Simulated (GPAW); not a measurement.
CoO:

```
Co O
1.0
     0.00000    2.13150    2.13150
     2.13150    0.00000    2.13150
     2.13150    2.13150    0.00000
Co O
1 1
Direct
  0.00000 0.00000 0.00000
  0.50000 0.50000 0.50000
```

- Program: GPAW 26.7.0
- Task: relaxation of cell and atoms
- Functional: PBEsol
- Dispersion: D4
- Potentials or basis: PAW data sets generated in the run's folder for this functional
- Cutoff: 800 eV
- Basis: pw
- k mesh: 9 × 9 × 9
- Occupations: fermi-dirac, width 0.05 eV
- Spin: collinear spin, ferromagnetic start
- Starting moments: [2.0, 0.0] μB

At the start: pressure -11.9 GPa; volume 9.68 Å³/atom.

Where does the relaxation end?

Over 4 steps the energy falls by 25.8 meV/atom and the volume is 9.02 Å³/atom (-6.9 %); space group Fm-3m (No. 225, to 0.05 Å); moment 2.74 μB per cell.

The path:
```csv
step,energy change (eV),largest force (eV/Å),pressure (GPa),volume (Å³)
1,0.0000,0.0000,-11.92,19.37
2,-0.0191,0.0000,-9.62,19.07
3,-0.0514,0.0000,0.76,17.96
4,-0.0516,0.0000,-0.12,18.04
```

Final structure:
```
CELL_PARAMETERS angstrom
0.00003 2.08155 2.08155
2.08155 0.00003 2.08155
2.08155 2.08155 0.00003
ATOMIC_POSITIONS crystal
Co 0.00000 0.00000 0.00000
O 0.50000 0.50000 0.50000
```

Caveat: each step starts from the last one's moments, so a moment once lost doesn't come back; later steps reuse the first step's grids; a cell with one magnetic atom can't hold antiferromagnetic order, which such compounds often take; pairwise dispersion overbinds metals, which lowers pressure and volume.
